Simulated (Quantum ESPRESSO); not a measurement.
**CsH under changes of volume**

One of the cells (32.401 Å³/atom); the others are scaled copies at fixed shape and fractional positions:

```xyz
2
Lattice="0.0000 3.1880 3.1880 3.1880 0.0000 3.1880 3.1880 3.1880 0.0000" Properties=species:S:1:pos:R:3 pbc="T T T"
Cs    0.0000    0.0000    0.0000
H     3.1880    3.1880    3.1880
```

- Program: Quantum ESPRESSO 7.5
- Functional: r2SCAN
- Potentials or basis: SG15 PBE 1.2
- Cutoff: 952 eV
- Density cutoff: 3810 eV
- k mesh: 5 × 5 × 5
- Occupations: fermi-dirac, width 0.05 eV
- Spin: no spin polarisation

| volume (Å³/atom) | energy over the lowest point (meV/atom) | pressure (GPa) | gap on the mesh (eV) |
| --- | --- | --- | --- |
| 30.457 | 4.10 | 0.7 | 3.05 |
| 31.105 | 1.81 | 0.4 | 3.07 |
| 31.753 | 0.46 | 0.2 | 3.09 |
| 32.401 | 0.00 | 0.0 | 3.11 |
| 33.049 | ? | ? | ? |
| 33.697 | 1.37 | -0.4 | 3.13 |
| 34.345 | 3.07 | -0.5 | 3.14 |

Task: What does the run at 33.049 Å³/atom give?

Result: Energy over the lowest point 0.32 meV/atom; pressure -0.2 GPa; gap on the mesh 3.12 eV.

Worked out: A Birch-Murnaghan fit of order 3 (a polynomial in V^(-2/3)) to the other rows has its minimum at 32.45 Å³/atom with B0 = V·E''(V) = 9.7 GPa and B' = 3.7. It gives 0.32 meV/atom at 33.049 Å³/atom, against the run's 0.32, and -dE/dV = -0.2 GPa, against -0.2. A parabola through the other rows of the gap, of slope 0.613 eV per unit of ln V (its deformation potential) there, gives 3.12 eV, against the run's 3.12.

Energies are extrapolated to zero smearing.

Caveats: the potentials were made for another functional, which shifts forces and pressure; spin-orbit coupling is left out, which moves the levels of the heavy elements; an odd mesh through Γ misses points on the zone boundary, where band edges often lie.
